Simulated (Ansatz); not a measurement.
# Ag (Fm-3m) in Ansatz: convergence with basis error

Aim: find how far basis error must go before the results for Ag settle, at LDA. This setting moves, with any that are tied to it; all else stays.

All numbers are computed with Ansatz 0.2.0; they aren't measurements. Logs are shortened: lines on timing, memory, paths and dates and some standing lists are left out, and cuts for length are marked.

## Step 1: The crystal as given

It takes space group Fm-3m (No. 225, cubic). Conventional cell: a = 4.085 Å, b = 4.085 Å, c = 4.085 Å, α = 90.00°, β = 90.00°, γ = 90.00°. Ag (site symmetry m-3m) has 12 Ag at 2.89 Å as nearest neighbours.

## Step 2: With basis error 0.03 eV/atom

The input, input.yaml:

```yaml
crystal:
  lattice:
    - [0.0, 2.04275, 2.04275]
    - [2.04275, 0.0, 2.04275]
    - [2.04275, 2.04275, 0.0]
  atoms:
    - { symbol: Ag, position: [0.0, 0.0, 0.0] }
kpoints:
  mp_grid: { grid: [11, 11, 11] }
scf:
  occupations: { method: fermi_dirac, width: 0.05 }
hamiltonian:
  xc: lda
  pseudopotentials: { kind: all_electron, lapw: { basis_error: 0.03 } }
output:
  forces: true
  stress: true
  eigenvalues: true
```

Potentials or basis: all-electron LAPW, scalar-relativistic.

Run with:

```console
$ ansatz run input.yaml --threads 1 --pin off --max-ram 3072MiB --backend cpu --events-out ev --progress --plain --runs-dir out
```

Wall time 5 s (1 thread of Intel Xeon Platinum 8259CL at 2.50GHz (Skylake/Cascade Lake), shared host); peak memory 0.26 GiB.

Results:

| Item | Value |
| --- | --- |
| Free energy | -144524.0185 eV |
| Pressure | -7.5 GPa |
| Band gap on the k mesh | none (metal or under the smearing width) |

## Step 3: With basis error 0.01 eV/atom

input.yaml, as its differences from that of step 2:

```diff
@@ -13,3 +13,3 @@
   xc: lda
-  pseudopotentials: { kind: all_electron, lapw: { basis_error: 0.03 } }
+  pseudopotentials: { kind: all_electron, lapw: { basis_error: 0.01 } }
 output:
```

Potentials or basis: all-electron LAPW, scalar-relativistic.

Run with:

```console
$ ansatz run input.yaml --threads 1 --pin off --max-ram 3072MiB --backend cpu --events-out ev --progress --plain --runs-dir out
```

It took 3.4 s on 1 thread of Intel Xeon Platinum 8259CL at 2.50GHz (Skylake/Cascade Lake), shared host; peak memory 0.27 GiB.

What came out:

| Quantity | Value |
| --- | --- |
| Free energy | -144524.0221 eV |
| Pressure | -7.6 GPa |
| Band gap on the k mesh | none (metal or under the smearing width) |

## Step 4: With basis error 0.003 eV/atom

input.yaml, as its differences from that of step 3:

```diff
@@ -13,3 +13,3 @@
   xc: lda
-  pseudopotentials: { kind: all_electron, lapw: { basis_error: 0.01 } }
+  pseudopotentials: { kind: all_electron, lapw: { basis_error: 0.003 } }
 output:
```

Run with:

```console
$ ansatz run input.yaml --threads 1 --pin off --max-ram 3072MiB --backend cpu --events-out ev --progress --plain --runs-dir out
```

Run time: 4.2 s. Hardware: 1 thread of Intel Xeon Platinum 8259CL at 2.50GHz (Skylake/Cascade Lake), shared host; peak memory 0.28 GiB.

Results:

| Property | Result |
| --- | --- |
| Free energy | -144524.0234 eV |
| Pressure | -7.6 GPa |
| Band gap on the k mesh | none (metal or under the smearing width) |

## Step 5: With basis error 0.001 eV/atom

input.yaml, as its differences from that of step 4:

```diff
@@ -13,3 +13,3 @@
   xc: lda
-  pseudopotentials: { kind: all_electron, lapw: { basis_error: 0.003 } }
+  pseudopotentials: { kind: all_electron, lapw: { basis_error: 0.001 } }
 output:
```

Run with:

```console
$ ansatz run input.yaml --threads 1 --pin off --max-ram 3072MiB --backend cpu --events-out ev --progress --plain --runs-dir out
```

Wall time 4.6 s (1 thread of Intel Xeon Platinum 8259CL at 2.50GHz (Skylake/Cascade Lake), shared host); peak memory 0.29 GiB.

Results:

| Property | Result |
| --- | --- |
| Free energy | -144524.0238 eV |
| Pressure | -7.6 GPa |
| Band gap on the k mesh | none (metal or under the smearing width) |

## Step 6: With basis error 0.0003 eV/atom

input.yaml, as its differences from that of step 5:

```diff
@@ -13,3 +13,3 @@
   xc: lda
-  pseudopotentials: { kind: all_electron, lapw: { basis_error: 0.001 } }
+  pseudopotentials: { kind: all_electron, lapw: { basis_error: 0.0003 } }
 output:
```

Potentials or basis: all-electron LAPW, scalar-relativistic.

Run with:

```console
$ ansatz run input.yaml --threads 1 --pin off --max-ram 3072MiB --backend cpu --events-out ev --progress --plain --runs-dir out
```

Wall time 6.4 s (1 thread of Intel Xeon Platinum 8259CL at 2.50GHz (Skylake/Cascade Lake), shared host); peak memory 0.33 GiB.

Results (log left out):

| Item | Value |
| --- | --- |
| Free energy | -144524.0239 eV |
| Pressure | -7.6 GPa |
| Band gap on the k mesh | none (metal or under the smearing width) |

## Step 7: With basis error 0.0001 eV/atom

input.yaml, as its differences from that of step 6:

```diff
@@ -13,3 +13,3 @@
   xc: lda
-  pseudopotentials: { kind: all_electron, lapw: { basis_error: 0.0003 } }
+  pseudopotentials: { kind: all_electron, lapw: { basis_error: 0.0001 } }
 output:
```

Potentials or basis: all-electron LAPW, scalar-relativistic.

Run with:

```console
$ ansatz run input.yaml --threads 1 --pin off --max-ram 3072MiB --backend cpu --events-out ev --progress --plain --runs-dir out
```

Output:

```text
Warning: RAYON_NUM_THREADS=1 ignored (pool sized by the plan → 1); use --threads N
LAPW: plane waves up to 8.897 Å⁻¹, error target 1.0e-4 eV per atom; small_component_spin mean_spin; Ag in spheres of 1.444 Å, 29 of its electrons in bands, Dirac shells [] (how accurate: hamiltonian.pseudopotentials.lapw.basis_error, Limitations)
Engine: ansatz 0.2.0, x86_64-unknown-linux-gnu
Pseudopotentials: kind: all_electron
Pseudopotential: Ag, LAPW, valence charge 29, lapw/all_electron/scalar/gaussian/Ag, Koelling and Harmon's equation, gaussian nucleus
Functional definition: SPW92
  exchange = slater_x
  correlation = pw_c
Crystal: 1 atoms, lattice volume = 17.048 Å³
Basis set: ecut = 301.59452724658365 eV, 181 PW (Γ), exchange–correlation at level 2
Bands: 19, of which v1, the nominal top of the filled ones, is band 15 counted from 1 (14 counted from 0)
Symmetry: 48 space group operations
Space group: Fm-3m (ITA 225), of the structure as read, at distance tolerance 2.6e-5 Å
k-points: 56 of 1331
Non-local potential: Ag, projectors of the file, none
Initial density: superposition of atomic densities (chi_scale 0.1, normalization cell)
Initial wavefunctions: plane waves of lowest kinetic energy (no species holds an atomic orbital)
Functional: x = slater, c = lda
iter 1 solved again at ethr=1.48e-4 eV; its pass at ethr=1.00e-1 eV (dr2=4.31e-2 eV) is discarded
SCF iter   1: F=—  HF=-144524.326847 eV  |F-HF|=—  |Δ(HF+E_count)|=         —  Δρ=2.11e-2  dr2=4.33e-2  ethr=1.48e-4  ⟨swp⟩=3.0  Hψ=6980  notcnv=0
preconditioner: auto → none  [insulator: Δε(μ)=0.140 eV  Ē_g=15.551 eV  σ=0.050 eV  W_gap=0.59  n_scr=8 (ndim 8)  ℏωp=29.8 eV  f_vac=0.007  D(μ)=0.29/eV (n_scr^D=0)  ε∞_Penn≈4.7]
iter 2 solved again at ethr=1.55e-6 eV; its pass at ethr=1.48e-4 eV (dr2=4.49e-4 eV) is discarded
SCF iter   2: F=—  HF=-144524.102090 eV  |F-HF|=—  |Δ(HF+E_count)|=   2.25e-1  Δρ=1.79e-3  dr2=4.49e-4  ethr=1.55e-6  ⟨swp⟩=2.0  Hψ=5343  notcnv=0
SCF iter   3: F=—  HF=-144524.026547 eV  |F-HF|=—  |Δ(HF+E_count)|=   7.55e-2  Δρ=3.15e-3  dr2=8.88e-4  ethr=1.55e-6  ⟨swp⟩=3.0  Hψ=3375  notcnv=0
SCF iter   4: F=—  HF=-144524.023929 eV  |F-HF|=—  |Δ(HF+E_count)|=         —  Δρ=4.84e-4  dr2=1.95e-5  ethr=1.55e-6  ⟨swp⟩=2.0  Hψ=2950  notcnv=0
the basis was enlarged: its passes take 387.6 KiB over the memory plan, 1 of 1 planned eigensolver slots
SCF iter   5: F=—  HF=-144524.023905 eV  |F-HF|=—  |Δ(HF+E_count)|=   2.40e-5  Δρ=2.59e-5  dr2=1.17e-7  ethr=6.72e-8  ⟨swp⟩=2.0  Hψ=2950  notcnv=0
SCF iter   6: F=-144524.023904 eV  HF=-144524.023904 eV  |F-HF|=2.88e-9  |Δ(HF+E_count)|=   6.96e-7  Δρ=3.14e-6  dr2=1.00e-9  ethr=4.03e-10  ⟨swp⟩=2.3  Hψ=2968  notcnv=0
SCF 1 converged in 6 iterations: F = -144524.023904 eV  dr2 = 1.00e-9
SCF converged after 6 iterations
Free energy (F): -144524.023904 eV
Harris-Foulkes:  -144524.023904 eV  (|F-HF|=2.88e-9)
Internal energy: -144524.021101 eV  (E = F + TS)
E sigma→0 (E₀):  -144524.022503 eV
Entropy (-TS):   -0.002803 eV (-2.803 meV/atom)
Fermi energy:    18.600464 eV
--- Per-component energies (eV) ---
  E_band       = -3583.371221
  E_kinetic    = 151065.868313
  E_xc         = -3932.230950
  E_electrostatic = -291657.658464  (all electrons and nuclei)
  E_smearing   = -0.002803  (= −TS)
  E_closure    = 0.000000  (closes the sum)
  E_atoms      = -144520.248869  (free atoms, spherical and without spin; not in F)
  Σ components = -144524.023904   (vs F -144524.023904, Δ=0.00e0)
  Basis errors (estimates in eV, not in F): energy 2.0e-5 per atom: plane waves 1.7e-5 (8.8e-6 summed), levels above the bands 1.3e-148, relativity 1.4e-9, radial functions 3.4e-6, core shells 3.7e-9; eigenvalues (radial functions only) 2.2e-7; not estimated: angular momenta, meshes, grids; target (lapw.basis_error) 1.0e-4; muffin-tin radii Ag 1.444 Å
--- Forces (eV/Å), atoms counted from 1 ---
  atom   1  Ag     0.00000000    -0.00000000     0.00000000
  max |Σ_I F_I| component: 1.97e-31 eV/Å
--- Stress (GPa, compression-positive) ---
       -7.589996       0.000000       0.000000
        0.000000      -7.589996      -0.000000
        0.000000      -0.000000      -7.589996
  P = ⅓ Tr σ = -7.5900 GPa (-75.900 kbar)
--- Band table (eV; the first three rows and the last of 56) ---
  k-point 0: bands = ["-337.0606", "-337.0606", "-337.0606", "-337.0541", "-337.0541", "-73.3386", "-36.7988", "-36.7988", "-36.7988", "10.5271", "13.6341", "13.6341", "13.6341", "14.6923", "14.6923", "34.2831", "37.7785", "37.7785", "37.7785"]
  k-point 1: bands = ["-337.0606", "-337.0606", "-337.0606", "-337.0541", "-337.0541", "-73.3373", "-36.8121", "-36.8008", "-36.8008", "10.7835", "13.5777", "13.7036", "13.7036", "14.6677", "14.6677", "34.2601", "36.0637", "37.8905", "37.8905"]
  k-point 2: bands = ["-337.0606", "-337.0606", "-337.0606", "-337.0541", "-337.0541", "-73.3335", "-36.8477", "-36.8062", "-36.8062", "11.4562", "13.5343", "13.8286", "13.8286", "14.6766", "14.6766", "32.0666", "35.1611", "38.0457", "38.0457"]
  k-point 55: bands = ["-337.0606", "-337.0606", "-337.0606", "-337.0541", "-337.0541", "-73.3154", "-36.9152", "-36.9062", "-36.8601", "12.7437", "13.1506", "13.5758", "14.7105", "15.6484", "23.6763", "23.8835", "25.6185", "27.5856", "39.3879"]
```

Wall time 7.3 s (1 thread of Intel Xeon Platinum 8259CL at 2.50GHz (Skylake/Cascade Lake), shared host); peak memory 0.35 GiB.

What came out:

```yaml
Free_energy: -144524.0239 eV
Pressure: -7.6 GPa
Band_gap_on_the_k_mesh: none (metal or under the smearing width)
```

## Step 8: Summary

```
   basis error  energy less the tightest run, at zero smearing (meV/atom)  pressure (GPa)  SCF cycles  CPU time (s)  peak memory (GiB)
  0.03 eV/atom                                                       5.37           -7.54           6             3               0.26
  0.01 eV/atom                                                       1.76           -7.57           6           3.4               0.27
 0.003 eV/atom                                                       0.48           -7.59           6           4.2               0.28
 0.001 eV/atom                                                       0.14           -7.59           6           4.6               0.29
0.0003 eV/atom                                                       0.03           -7.59           6           6.4               0.33
0.0001 eV/atom                                                       0.00           -7.59           6           7.3               0.35
```

Against the tightest run, the energy stays within 1 meV/atom from 0.003 eV/atom on; the pressure stays within 0.1 GPa from 0.03 eV/atom on. The tightest run that finished is the yardstick and may itself not be fully converged.
